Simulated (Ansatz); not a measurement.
# CdTe (F-43m) in Ansatz: convergence with scf exx energy threshold

Aim: find how far scf exx energy threshold must go before the results for CdTe settle, at PBE0. This setting moves, with any that are tied to it; all else stays.

All numbers are computed with Ansatz 0.2.0; they aren't measurements. Logs are shortened: lines on timing, memory, paths and dates and some standing lists are left out, and cuts for length are marked.

### 1 The crystal as given

The structure is cubic, space group F-43m (No. 216). Conventional cell: a = 6.410 Å, b = 6.410 Å, c = 6.410 Å, α = 90.00°, β = 90.00°, γ = 90.00°. Around Te (site symmetry -43m) lie 4 Cd at 2.78 Å. Cd (site symmetry -43m) is surrounded by 4 Te at 2.78 Å.

### 2 With scf exx energy threshold 0.01

input.yaml

```yaml
crystal:
  lattice:
    - [0.0, 3.205, 3.205]
    - [3.205, 0.0, 3.205]
    - [3.205, 3.205, 0.0]
  atoms:
    - { symbol: Te, position: [0.75, 0.75, 0.75] }
    - { symbol: Cd, position: [0.0, 0.0, 0.0] }
hamiltonian:
  xc: pbe0
  pseudopotentials: { kind: paw }
kpoints:
  mp_grid: { grid: [4, 4, 4] }
scf:
  occupations: { method: gaussian, width: 0.1 }
  exx: { energy_threshold: 0.01 }
output:
  forces: true
  stress: true
  eigenvalues: true
```

Potentials or basis: Ansatz PAW.

Command:

```sh
$ ansatz run input.yaml --threads 2 --pin off --max-ram 5632MiB --backend cpu --events-out ev --progress --plain --runs-dir out
```

Run time: 46 s. Hardware: 2 threads of Intel Xeon at 2.50GHz (Skylake/Cascade Lake), shared host; peak memory 0.88 GiB.

Results:

* Free energy: -15242.0424 eV
* Pressure: 3.4 GPa
* Band gap on the k mesh: 2.41 eV, direct

### 3 With scf exx energy threshold 0.001

input.yaml, as its differences from that of step 2:

```diff
@@ -15,3 +15,3 @@
   occupations: { method: gaussian, width: 0.1 }
-  exx: { energy_threshold: 0.01 }
+  exx: { energy_threshold: 0.001 }
 output:
```

Potentials or basis: Ansatz PAW.

Command:

```sh
$ ansatz run input.yaml --threads 2 --pin off --max-ram 5632MiB --backend cpu --events-out ev --progress --plain --runs-dir out
```

It took 46 s on 2 threads of Intel Xeon at 2.50GHz (Skylake/Cascade Lake), shared host; peak memory 0.88 GiB.

What came out:

```
Free energy            : -15242.0424 eV
Pressure               : 3.4 GPa
Band gap on the k mesh : 2.41 eV, direct
```

### 4 With scf exx energy threshold 0.0001

input.yaml, as its differences from that of step 3:

```diff
@@ -15,3 +15,3 @@
   occupations: { method: gaussian, width: 0.1 }
-  exx: { energy_threshold: 0.001 }
+  exx: { energy_threshold: 0.0001 }
 output:
```

Command:

```sh
$ ansatz run input.yaml --threads 2 --pin off --max-ram 5632MiB --backend cpu --events-out ev --progress --plain --runs-dir out
```

It took 37 s on 2 threads of Intel Xeon at 2.50GHz (Skylake/Cascade Lake), shared host; peak memory 0.87 GiB.

What came out:

- Free energy: -15242.0424 eV
- Pressure: 3.4 GPa
- Band gap on the k mesh: 2.41 eV, direct

### 5 With scf exx energy threshold 1e-05

input.yaml, as its differences from that of step 4:

```diff
@@ -15,3 +15,3 @@
   occupations: { method: gaussian, width: 0.1 }
-  exx: { energy_threshold: 0.0001 }
+  exx: { energy_threshold: 1.0e-05 }
 output:
```

Command:

```sh
$ ansatz run input.yaml --threads 2 --pin off --max-ram 5632MiB --backend cpu --events-out ev --progress --plain --runs-dir out
```

Run time: 26 s. Hardware: 2 threads of Intel Xeon at 2.50GHz (Skylake/Cascade Lake), shared host; peak memory 0.88 GiB.

The run converged. Its results:

| Quantity | Value |
| --- | --- |
| Free energy | -15242.0424 eV |
| Pressure | 3.4 GPa |
| Band gap on the k mesh | 2.41 eV, direct |

### 6 With scf exx energy threshold 1e-06

input.yaml, as its differences from that of step 5:

```diff
@@ -15,3 +15,3 @@
   occupations: { method: gaussian, width: 0.1 }
-  exx: { energy_threshold: 1.0e-05 }
+  exx: { energy_threshold: 1.0e-06 }
 output:
```

Potentials or basis: Ansatz PAW.

Command:

```sh
$ ansatz run input.yaml --threads 2 --pin off --max-ram 5632MiB --backend cpu --events-out ev --progress --plain --runs-dir out
```

Wall time 30 s (2 threads of Intel Xeon at 2.50GHz (Skylake/Cascade Lake), shared host); peak memory 0.88 GiB.

It converged, with:

```yaml
Free_energy: -15242.0424 eV
Pressure: 3.4 GPa
Band_gap_on_the_k_mesh: 2.41 eV, direct
```

### 7 With scf exx energy threshold 1e-07

input.yaml, as its differences from that of step 6:

```diff
@@ -15,3 +15,3 @@
   occupations: { method: gaussian, width: 0.1 }
-  exx: { energy_threshold: 1.0e-06 }
+  exx: { energy_threshold: 1.0e-07 }
 output:
```

Potentials or basis: Ansatz PAW.

Command:

```sh
$ ansatz run input.yaml --threads 2 --pin off --max-ram 5632MiB --backend cpu --events-out ev --progress --plain --runs-dir out
```

What it wrote:

```text
Warning: output.stress: scf.convergence.dr2_threshold = 1e-7 eV (the SCF's general default) is looser than the 2e-10 eV advised for a printed stress (1e-10 eV for each atom of the cell: 2). What an SCF threshold leaves in a stress goes as its square root, and in the free energy as the threshold itself, and one threshold admits the most on a small cell: of the crystals measured, under no hybrid functional and no lock of the moments, on runs that ended without the residual-converged pass, on stresses that held no estimate of that error, the worst erred by over 100 MPa in a component at 1e-7 eV an atom and by under 5 at 1e-10. Set scf.convergence.dr2_threshold to 2e-10 eV or tighter. The threshold is an SCF's pass mark: one that does not reach it within its budget of iterations ends unconverged, or closes short of it on a stop that the run arms, and scf.convergence.dr2_threshold's page says what that costs each kind of run
Warning: output.stress: scf.exx.energy_threshold = 1e-7 eV is looser than the 2e-8 eV advised for a stress under a hybrid functional (1e-8 eV for each atom of the cell: 2). Every SCF of the exchange loop can meet its threshold on dr2 while the loop round them stops early: no threshold on dr2 bounds what that leaves in the stress. Set scf.exx.energy_threshold to 2e-8 eV or tighter. The threshold is the loop's pass mark: a loop that does not reach it within its budget of cycles ends unconverged, and scf.exx.energy_threshold's page has the law
Warning: RAYON_NUM_THREADS=2 ignored (pool sized by the plan → 2); use --threads N
Engine: ansatz 0.2.0, x86_64-unknown-linux-gnu
Pseudopotentials: kind: paw
Pseudopotential: Te, paw, valence charge 16, recommended cutoff 420 eV (normal), Te.paw.azcp
Pseudopotential: Cd, paw, valence charge 20, recommended cutoff 420 eV (normal), Cd.paw.azcp
Functional definition: PBE0
  parameter a = 0.25
  parameter kappa = 0.804
  parameter beta = 0.06672455060314922
  exchange = (1 - a)*pbe_x(kappa = kappa, mu = beta*pi^2/3) + a*exact_x
  correlation = pbe_c(beta = beta)
Crystal: 2 atoms, lattice volume = 65.844 Å³
Basis set: ecut = 420 eV, 1243 PW (Γ), exchange–correlation on 64×64×64 points (8 copies of the dense FFT grid, shifted against one another)
Bands: 22, of which v1, the nominal top of the filled ones, is band 18 counted from 1 (17 counted from 0)
Symmetry: 24 space group operations
Space group: F-43m (ITA 216), of the structure as read, at distance tolerance 4.0e-5 Å
k-points: 8 of 64 (time reversal used)
Non-local potential: Te, projectors of the file, l = 0: 2, l = 1: 2, l = 2: 2, l = 3: 2
[... 50 lines left out ...]
Harris-Foulkes:  -15242.042355 eV  (|F-HF|=1.09e-11)
Internal energy: -15242.042355 eV  (E = F + TS)
E sigma→0 (E₀):  -15242.042355 eV
Fermi energy:    8.327824 eV
--- Per-component energies (eV) ---
  E_band       = -880.198805
  E_kinetic    = 687.361717
  E_local      = -5350.009066  (includes V_loc(G=0)·N_el)
  E_nonlocal   = -277.004578
  E_hartree    = 2708.703845
  E_xc         = -232.285815
  E_vxc        = -251.641726  (∫ρ·V_xc dr)
  E_exx        = -148.567859  (= α·E_x^exact, valence–valence)
  E_paw        = -8674.716211  (= ΣΔE_a)
  E_vpaw       = -809.176967  (= ΣTr[D̂ρ^β])
  E_aug_tail   = -0.000209  (compensation charges beyond the density's cutoff)
  E_ewald      = -3954.745301
  E_core_change = -0.778877  (= ΣΔE_core)
  E_smearing   = -0.000000  (= −TS)
  E_closure    = -0.000000  (closes the sum)
  Σ components = -15242.042355   (vs F -15242.042355, Δ=0.00e0)
--- Forces (eV/Å), atoms counted from 1 ---
  atom   1  Te     0.00000000    -0.00000000    -0.00000000
  atom   2  Cd    -0.00000000     0.00000000    -0.00000000
  max |Σ_I F_I| component: 1.56e-16 eV/Å
--- Stress (GPa, compression-positive) ---
        3.432816      -0.000000      -0.000000
       -0.000000       3.432816       0.000000
       -0.000000       0.000000       3.432816
  P = ⅓ Tr σ = 3.4328 GPa (34.328 kbar)
--- Band table (eV; the first three rows and the last of 8) ---
  k-point 0: bands = ["-100.4020", "-60.1151", "-60.1151", "-60.1151", "-31.2676", "-31.2676", "-31.2676", "-31.2561", "-31.2561", "-5.3294", "-2.7078", "-2.7078", "-2.7078", "-2.4173", "-2.4173", "7.1199", "7.1199", "7.1199", "9.5312", "13.2522", "13.2522", "13.2522"]
  k-point 1: bands = ["-100.4021", "-60.1151", "-60.1151", "-60.1150", "-31.2676", "-31.2675", "-31.2675", "-31.2560", "-31.2560", "-5.1087", "-2.6691", "-2.6691", "-2.4529", "-2.4187", "-2.4187", "4.1228", "6.6276", "6.6276", "10.6991", "13.8624", "13.8624", "14.1415"]
  k-point 2: bands = ["-100.4021", "-60.1151", "-60.1151", "-60.1148", "-31.2675", "-31.2673", "-31.2673", "-31.2558", "-31.2558", "-4.9052", "-2.6384", "-2.6384", "-2.4100", "-2.4100", "-1.9268", "2.0887", "6.2207", "6.2207", "10.4813", "13.8551", "13.8551", "15.7556"]
  k-point 7: bands = ["-100.4021", "-60.1151", "-60.1149", "-60.1148", "-31.2677", "-31.2675", "-31.2669", "-31.2558", "-31.2556", "-4.7898", "-2.5752", "-2.5664", "-2.4517", "-2.4187", "-1.6285", "2.4304", "4.4223", "4.5941", "13.2164", "13.2181", "14.3786", "14.9323"]
```

It took 31 s on 2 threads of Intel Xeon at 2.50GHz (Skylake/Cascade Lake), shared host; peak memory 0.88 GiB.

Results:

| Quantity | Value |
| --- | --- |
| Free energy | -15242.0424 eV |
| Pressure | 3.4 GPa |
| Band gap on the k mesh | 2.41 eV, direct |

### 8 The series at a glance

| scf exx energy threshold | energy less the tightest run, at zero smearing (meV/atom) | SCF cycles | CPU time (s) | peak memory (GiB) |
| --- | --- | --- | --- | --- |
| 0.01 | 0.00 | 11 | 56 | 0.88 |
| 0.001 | 0.00 | 11 | 57 | 0.88 |
| 0.0001 | 0.00 | 11 | 54 | 0.87 |
| 1e-05 | 0.00 | 11 | 49 | 0.88 |
| 1e-06 | 0.00 | 13 | 55 | 0.88 |
| 1e-07 | 0.00 | 16 | 58 | 0.88 |

Against the tightest run, the energy stays within 1 meV/atom from 0.01 on. The tightest run that finished is the yardstick and may itself not be fully converged.

Caveats: all runs use coarse meshes; spin-orbit coupling is left out, which moves the levels of the heavy elements; the PAW data sets come from PBE, with cores solved anew for the run's functional, which leaves a small shift of forces and pressure; the thresholds are loose for stress.
